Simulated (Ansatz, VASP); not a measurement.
# ZnCu in VASP and in Ansatz

File INCAR:

```
ALGO = Fast
EDIFF = 1E-6
ENCUT = 520
GGA = PE
ISIF = 2
ISMEAR = 0
LASPH = True
LCHARG = False
LREAL = False
LWAVE = False
NBANDS = 18
NELM = 60
PREC = Accurate
SIGMA = 0.1
```

The input KPOINTS:

```
k-points
0
Gamma
  12 12 12
```

POSCAR

```
ZnCu
1.0
    3.0292859000      0.0000000000      0.0000000000
    0.0000000000      3.0292859000      0.0000000000
    0.0000000000      0.0000000000      2.9409359000
Zn Cu
1 1
Direct
    0.5000000000      0.5000000000      0.5000000000
    0.0000000000      0.0000000000      0.0000000000
```

Input for Ansatz:

```yaml
crystal:
  lattice:
    - [3.0292859, 0.0, 0.0]
    - [0.0, 3.0292859, 0.0]
    - [0.0, 0.0, 2.9409359]
  atoms:
    - { symbol: Zn, position: [0.5, 0.5, 0.5] }
    - { symbol: Cu, position: [0.0, 0.0, 0.0] }
basis:
  ecutwfc: 420
kpoints:
  mp_grid: { grid: [12, 12, 12] }
hamiltonian:
  xc: pbe
scf:
  occupations: { method: gaussian, width: 0.1 }
output:
  forces: true
  stress: true
  eigenvalues: true
```

Alike in both runs: task single point; functional PBE; k mesh 12 × 12 × 12; occupations gaussian, width 0.1 eV; no spin polarisation.

|  | VASP | Ansatz |
| --- | --- | --- |
| version | VASP 6.6.1 | Ansatz 0.2.0 |
| potentials or method | VASP PAW PBE potentials, release 64 (Zn, Cu) | scalar-relativistic, plane waves, PAW |
| plane-wave cutoff (eV) | 520 | 420 |
| valence electrons in the cell | 23 | 31 |

VASP gave:

* gap on the k mesh at the Fermi level (eV): none
* pressure (GPa): -2.7
* largest component of the traceless stress (GPa): 0.23

Task: Which values does Ansatz return?

Result: gap on the k mesh at the Fermi level (eV): none; pressure (GPa): -3.7; largest component of the traceless stress (GPa): 0.19.

A gap of «none» marks a metal or a gap that the smearing closes. With one functional, cell and mesh, what is left measures potentials, basis and numerics. The two sets of potentials don't hold the same shells in valence.
